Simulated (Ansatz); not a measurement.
Here is an Ansatz 0.2.0 calculation.

File input.yaml:

```yaml
crystal:
  lattice:
    - [1.2511217832, 0.7223354983, 3.3729344033]
    - [-1.2511217832, 0.7223354983, 3.3729344033]
    - [0.0, -1.4446709966, 3.3729344033]
  atoms:
    - { symbol: "N", position: [0.6672382, 0.6672382, 0.6672382] }
    - { symbol: B, position: [0.0003288, 0.0003288, 0.0003288] }
kpoints:
  mp_grid: { grid: [12, 12, 12] }
  band_path:
    path:
      - [0.0, 0.0, 0.0]
      - [0.5, 0.0, 0.0]
      - [0.5, 0.1972419765, -0.1972419765]
    npoints: 6
scf:
  occupations: { method: fermi_dirac, width: 0.05 }
hamiltonian:
  xc: pbesol
  pseudopotentials:
    kind: all_electron
    lapw: { basis_error: 0.001 }
    relativity: none
output:
  forces: true
  stress: true
  eigenvalues: true
```

Potentials or basis: all-electron LAPW, non-relativistic.

The run is started by

```console
$ ansatz run input.yaml --threads 1 --pin off --max-ram 3072MiB --backend cpu --events-out ev --progress --plain --runs-dir out
```

(1) Predict the pressure.

(2) What does it give for the band gap along the path?

(3) Estimate the band gap on the k mesh.

Answers

(1) 0.8 GPa.

(2) 4.63 eV, indirect (least direct gap 4.64 eV).

(3) 4.19 eV, indirect (least direct gap 4.64 eV).
